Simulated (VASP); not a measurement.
# InSb in VASP: how settings move the PBE single point

Aim: see what changed inputs do to the PBE single point of InSb (zincblende), under -2.0 % biaxial strain in x and y, free along z.

Code: VASP 6.6.1. PAW datasets, plane waves. Spin-unpolarised (in the reference); all numbers are computed.

### 1 The structure to begin with

The cell comes from an earlier relaxation with r2SCAN in another program, then strained, with the atoms relaxed again. Some of the altered inputs switch spin polarisation on.

It is tetragonal, I-4m2 (No. 119); conventional cell a = 4.545 Å, c = 6.687 Å, 34.53 Å³ an atom. Near In stand 4 Sb at 2.82 Å; near Sb stand 4 In at 2.82 Å.

As a file:

```xyz
2
Lattice="0.0000 3.2139 3.3433 3.2139 0.0000 3.3433 3.2139 3.2139 0.0000" Properties=species:S:1:pos:R:3 pbc="T T T"
In    0.0000    0.0000    0.0000
Sb    1.6070    1.6070    1.6716
```

### 2 Baseline

INCAR reads:

```
ENCUT = 520.000000
SIGMA = 0.020000
EDIFF = 1.00e-07
GGA = PE
PREC = Accurate
IBRION = -1
ISIF = 2
ISMEAR = -1
NBANDS = 16
NELM = 120
NSW = 0
LASPH = .TRUE.
LCHARG = .FALSE.
LWAVE = .FALSE.
LREAL = .FALSE.
```

KPOINTS reads:

```
KPOINTS created by Atomic Simulation Environment
0
Gamma
6 6 6
0 0 0
```

POSCAR reads:

```
In Sb
 1.0000000000000000
     0.0000000000000000    3.2139227572000002    3.3432541018999999
     3.2139227572000002    0.0000000000000000    3.3432541018999999
     3.2139227572000002    3.2139227572000002    0.0000000000000000
 In  Sb
   1   1
Cartesian
  0.0000000000000000  0.0000000000000000  0.0000000000000000
  1.6069613785999999  1.6069613785999999  1.6716270509499997
```

A file KPOINTS_OPT adds named points for the levels; it doesn't enter the self-consistent loop.

Potentials: the recommended PBE PAW datasets, 18 valence electrons.

Started as:

```bash
> mpirun -np 1 vasp_std
```

### 3 Altered input 1

INCAR reads:

```
ENCUT = 520.000000
SIGMA = 0.020000
EDIFF = 1.00e-07
PREC = Accurate
IBRION = -1
ISIF = 2
ISMEAR = -1
NBANDS = 16
NSW = 0
LASPH = .TRUE.
LCHARG = .FALSE.
LWAVE = .FALSE.
LREAL = .FALSE.
GGA = PE
NELM = 60
```

KPOINTS is that of step 2.

POSCAR is that of step 2.

### 4 Altered input 2

INCAR, as its differences from that of step 2:

```diff
@@ -15 +15,5 @@
 LREAL = .FALSE.
+NELECT = 17.98
+ISPIN = 2
+MAGMOM = -1 1
+IVDW = 10
```

KPOINTS is that of step 2.

POSCAR is that of step 2.

### 5 Altered input 3

INCAR, as its differences from that of step 2:

```diff
@@ -3,3 +3,2 @@
 EDIFF = 1.00e-07
-GGA = PE
 PREC = Accurate
@@ -15 +14,3 @@
 LREAL = .FALSE.
+ISYM = 3
+METAGGA = MBJ
```

KPOINTS is that of step 2.

POSCAR is that of step 2.

### 6 Altered input 4

INCAR, as its differences from that of step 2:

```diff
@@ -9,3 +9,2 @@
 NBANDS = 16
-NELM = 120
 NSW = 0
@@ -15 +14,3 @@
 LREAL = .FALSE.
+NELM = 97
+NELECT = 14
```

KPOINTS is that of step 2.

POSCAR is that of step 2.

**Question.** What will these runs give? Wanted: for each run, changed; ending; energy change; pressure; electronic steps; usable.

**Answer**, as computed:

| run | changed | ending | energy change (meV/atom) | pressure (GPa) | gap on the mesh (eV; negative: overlap) | electronic steps | time | usable |
| --- | --- | --- | --- | --- | --- | --- | --- | --- |
| ref. | – | converged | 0 | 2.4 | 0.00 | 15 | 47 s | yes |
| 1 | NELM = 60 | converged | 0.0 | 2.4 | 0.00 | 15 | 39 s | yes |
| 2 | NELECT = 17.98, ISPIN = 2, MAGMOM = -1 1, IVDW = 10 | converged | – | -0.8 | – | 16 | 82 s | no |
| 3 | ISYM = 3, METAGGA = MBJ | crashed | – | – | – | 5 | 12 s | no |
| 4 | NELECT = 14 | converged | – | -77.1 | -1.93 | 16 | 47 s | no |

Of 4 altered inputs, 1 gave no result, 2 ended normally on a faulty or unsound input, 1 gave usable results.
